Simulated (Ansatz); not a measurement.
## Tb (fcc)

The computed numbers are results of PBE, scalar-relativistic (collinear spin) in the plane-wave PAW code Ansatz at 420 eV, Γ-centred 14×14×7 mesh, 0.05 eV Gaussian smearing; PAW files: Ansatz's generated set soft_2.

```
Tb
1.0
     0.00000    2.51156    2.51156
     5.02311    2.51156    2.51156
     5.02311    5.02311    0.00000
Tb
2
Cartesian
  0.0000 0.0000 0.0000
  2.5116 2.5116 0.0000
```

At room temperature and ambient pressure Tb is hcp.

Magnetic state: antiferromagnetic, site spin moments Tb 5.97, -5.97 μB.

The pressure at this geometry is 0.0 GPa.

Question: Which orbitals carry the states at the Fermi level, and how many states are there?

Answer: Within 0.1 eV of it: Tb 4f 80 %, Tb 5d 19 % (shares among the projected shells). The Fermi level sits on a steep edge: the density of states is 7.0, 8.7 and 15.7 states/eV per cell at −0.1, 0 and +0.1 eV.

Density of states (tetrahedra, averaged over 0.5 eV; states/eV per cell of 2 atoms; energy in eV from the Fermi level; projections on Löwdin-orthogonalised atomic orbitals, summed over sites):

```
    E  total  Tb 4f up  Tb 4f down  Tb 5d up  Tb 5d down  Tb 6s
-4.60    0.1       0.0         0.0       0.0         0.0    0.1
-4.10   24.2      11.9        11.9       0.0         0.0    0.2
-3.60    4.3       2.0         2.0       0.0         0.0    0.2
-3.10    0.5       0.0         0.0       0.0         0.0    0.3
-2.60    0.6       0.0         0.0       0.1         0.1    0.3
-2.10    1.0       0.0         0.0       0.3         0.3    0.4
-1.60    2.0       0.0         0.0       0.8         0.8    0.4
-1.10    2.0       0.0         0.0       0.8         0.8    0.2
-0.60    3.4       0.5         0.5       1.1         1.1    0.1
-0.10   10.1       3.8         3.8       1.2         1.2    0.1
 0.40   17.6       7.7         7.7       1.1         1.1    0.1
 0.90    6.9       1.8         1.8       1.4         1.4    0.3
 1.40    3.7       0.1         0.1       1.6         1.6    0.2
 1.90    2.4       0.0         0.0       1.0         1.0    0.2
 2.40    2.7       0.0         0.0       1.3         1.3    0.1
 2.90    2.1       0.0         0.0       1.0         1.0    0.0
 3.40    2.4       0.0         0.0       1.1         1.1    0.1
 3.90    1.9       0.0         0.0       0.9         0.9    0.1
```

Without a U the open 4f shell is pinned at the Fermi level, an artefact: in the real crystal it splits into occupied and empty levels away from it, and its large orbital moment is missing here. For elements this heavy, spin–orbit coupling would shift levels and gaps; it isn't included here. The run wasn't fully tested for a lower electronic state. Site moments are of spin, integrated over atomic spheres.

The state of the open shells isn't shown to be the lowest, and forces and pressures are less sure for it.
